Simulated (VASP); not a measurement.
Input of a VASP 6.6.1 run:

The input INCAR:

```
  PREC = Accurate
  ENCUT = 520
  EDIFF = 1E-7
  ISMEAR = 0
  SIGMA = 0.011
  LREAL = False
  LASPH = True
  NELM = 80
  ALGO = Normal
  ISIF = 2
  LWAVE = False
  LCHARG = False
  GGA = PE
```

File KPOINTS:

```
Automatic mesh
0
Gamma
  7 7 4
```

The input POSCAR:

```
CdS
1.0
    4.1500000000      0.0000000000      0.0000000000
   -2.0750000000      3.5940054257      0.0000000000
    0.0000000000      0.0000000000      6.7370000000
Cd S
2 2
Direct
    0.6666666667      0.3333333333      0.5000000000
    0.3333333333      0.6666666667      0.0000000000
    0.6666666667      0.3333333333      0.8750000000
    0.3333333333      0.6666666667      0.3750000000
```

Potentials or basis: VASP PAW PBE potentials, release 64 (Cd, S).

Run with:

```console
$ cat potpaw_PBE.64/Cd/POTCAR potpaw_PBE.64/S/POTCAR > POTCAR
$ mpirun -np 1 vasp_std > vasp.out
```

(1) What does it give for the band gap on the k mesh?

(2) What does it give for the largest force?

Results:

(1) 1.20 eV, direct.

(2) 0.069 eV/Å.

**The experiment to reproduce.**

From “Isotope dependence of band-gap energy”, 2008, arxiv:0807.2152, for a bulk crystal of CdS: band gap 2.5809 ± 0.0002 eV.

Against the measured gap of CdS, 2.5809 eV (quoted in “Isotope dependence of band-gap energy”, 2008, arxiv:0807.2152), the calculated 1.20 eV is off by -1.38 eV. So large a miss can be the level of theory's own, or it may mean another phase, state or a wrong row. Spin-orbit coupling on Cd is left out. The value is that of PBE, without temperature or zero-point motion. Semilocal functionals fall short of measured gaps as a rule.
